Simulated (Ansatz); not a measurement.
**W2C: how the settings move a single-point run**

Aim: see which settings change the result for W2C, by how much, and at what cost.

Program: Ansatz 0.2.0. Level of theory: reference: DFT, PBE, PAW with Ansatz's default frozen-core files, scalar-relativistic. These are calculated values, not measurements.

1 further run of the same task is left out (it didn't finish).

## Step 1: The structure to begin with

The structure is trigonal, space group P-3m1 (No. 164). The conventional cell has a = 3.070 Å, b = 3.070 Å, c = 4.678 Å, α = 90.00°, β = 90.00°, γ = 120.00°. Around W (site symmetry 3m) lie 3 C at 2.13 Å. C (site symmetry -3m) is surrounded by 6 W at 2.13 Å.

Structure file:

```
W C
1.0
     3.07005    0.00000    0.00000
    -1.53502    2.65874    0.00000
     0.00000    0.00000    4.67843
W C
2 1
Direct
  0.33333 0.66667 0.74633
  0.66667 0.33333 0.25367
  0.00000 0.00000 0.00000
```

## Step 2: Reference

input.yaml

```yaml
crystal:
  lattice:
    - [3.070045642, 0.0, 0.0]
    - [-1.535022821, 2.6587375167, 0.0]
    - [0.0, 0.0, 4.678428]
  atoms:
    - { symbol: W, position: [0.3333333333, 0.6666666667, 0.746331] }
    - { symbol: W, position: [0.6666666667, 0.3333333333, 0.253669] }
    - { symbol: C, position: [0.0, 0.0, 0.0] }
kpoints:
  mp_grid: { grid: [14, 14, 8] }
  band_path:
    path:
      - [0.0, 0.0, 0.0]
      - [0.5, 0.0, 0.0]
      - [0.3333333333, 0.3333333333, 0.0]
      - [0.0, 0.0, 0.0]
      - [0.0, 0.0, 0.5]
      - [0.5, 0.0, 0.5]
      - [0.3333333333, 0.3333333333, 0.5]
      - [0.0, 0.0, 0.5]
      - [0.5, 0.0, 0.5]
    npoints: 6
scf:
  occupations: { method: fermi_dirac, width: 0.05 }
hamiltonian:
  xc: pbe
  pseudopotentials: { kind: paw }
output:
  forces: true
  stress: true
  eigenvalues: true
  efg: { contact_densities: true }
  populations: true
  write_density: true
  write_potential: true
  elf: true
  volumetric_format: npy
```

On the command line:

```console
ansatz run input.yaml --threads 1 --pin off --max-ram 3072MiB --backend cpu --events-out ev --progress --plain --runs-dir out
```

## Step 3: Variant: mp_grid.shift [0.5, 0.5, 0.5]

Edit input.yaml of step 2 so:

```diff
@@ -10,3 +10,3 @@
 kpoints:
-  mp_grid: { grid: [14, 14, 8] }
+  mp_grid: { grid: [14, 14, 8], shift: [0.5, 0.5, 0.5] }
   band_path:
```

## Step 4: Changing settings: symmetry.detect false, ecutrho_ratio 9

Edit input.yaml of step 2 so:

```diff
@@ -9,2 +9,3 @@
     - { symbol: C, position: [0.0, 0.0, 0.0] }
+  symmetry: { detect: false }
 kpoints:
@@ -34,5 +35,3 @@
   populations: true
-  write_density: true
-  write_potential: true
-  elf: true
-  volumetric_format: npy
+basis:
+  ecutrho_ratio: 9
```

**Question.** What will these runs give? Wanted: for each run, ending; energy change; pressure; gap; force.

**Answer**, as computed:

```
                                      run     ending  energy change  pressure (GPa)  gap (eV)  force (eV/Å)  cycles   time
                                reference  converged              0            -1.9      0.00          0.02       6  8.3 s
         1: mp_grid.shift [0.5, 0.5, 0.5]  converged  -0.5 meV/atom            -1.9      0.00          0.08       6   18 s
2: symmetry.detect false, ecutrho_ratio 9  converged   0.0 meV/atom            -1.9      0.00          0.02       6   49 s
```

Times don't compare one to one where runs were asked for different outputs or read a saved state (see the inputs); cycles may leave out searches for a lower state.

Residual by cycle in the longest SCF loop of each run; runs are numbered as in the table. The quantity is the density residual dr2, in eV.

```
cycle  reference    run 1    run 2
    1    0.00646  0.00586  0.00647
    2    0.00211    0.002  0.00211
    3     5.2e-4   5.4e-4   5.2e-4
    4     1.4e-5   1.3e-5   1.4e-5
    5     2.8e-7   2.7e-7   2.8e-7
    6     7.0e-9   5.6e-9   6.8e-9
```

**Reading.** Of the converged runs whose energies compare with the reference's, «mp_grid.shift [0.5, 0.5, 0.5]» moves the energy most (-0.5 meV/atom) and «symmetry.detect false, ecutrho_ratio 9» least (0.0 meV/atom). The reference leaves spin out although W can carry a moment, so its state need not be the lowest.
